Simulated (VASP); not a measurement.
# NiO: kinetic-energy density

NiO, Fm-3m (no. 225), 2 atoms in the cell. PBE; PAW potentials Ni, O (PBE set).

## Input

INCAR:
```
SYSTEM = NiO
ALGO     = Normal         ! electronic algorithm
EDIFF    = 1E-7           ! SCF threshold, eV
ENCUT    = 520            ! plane-wave cutoff, eV
ISIF     = 2              ! what is computed and relaxed
ISMEAR   = 0              ! smearing method
ISPIN    = 2              ! spin polarisation
LASPH    = .TRUE.         ! aspherical terms in the spheres
LCHARG   = .TRUE.         ! write CHGCAR
LMAXMIX  = 4              ! l up to which the mixer works
LORBIT   = 11             ! projections on sites
LREAL    = .FALSE.        ! projectors in reciprocal space
LTAU     = .TRUE.       
LWAVE    = .FALSE.        ! write WAVECAR
MAGMOM   = 1 0            ! initial moments
NELM     = 100            ! most SCF steps
PREC     = Accurate       ! precision mode
SIGMA    = 0.02           ! smearing width, eV
```

KPOINTS:
```
k-points
0
Gamma
  9 9 9
```

POSCAR:
```
NiO
1.0
    0.0000000000      2.0859016414      2.0859016414
    2.0859016414      0.0000000000      2.0859016414
    2.0859016414      2.0859016414      0.0000000000
Ni O
1 1
Direct
    0.0000000000      0.0000000000      0.0000000000
    0.5000000000      0.5000000000      0.5000000000
```

Commands:
```
cat potpaw_PBE.64/Ni/POTCAR potpaw_PBE.64/O/POTCAR > POTCAR
mpirun -np 1 vasp_std > vasp.out
```

## Result

- Kinetic energy of the pseudo orbitals (eV): 170.64

VASP 6.6.1 took 28 s on 1 core (Intel Xeon Platinum 8488C (Sapphire Rapids)), a shared host.
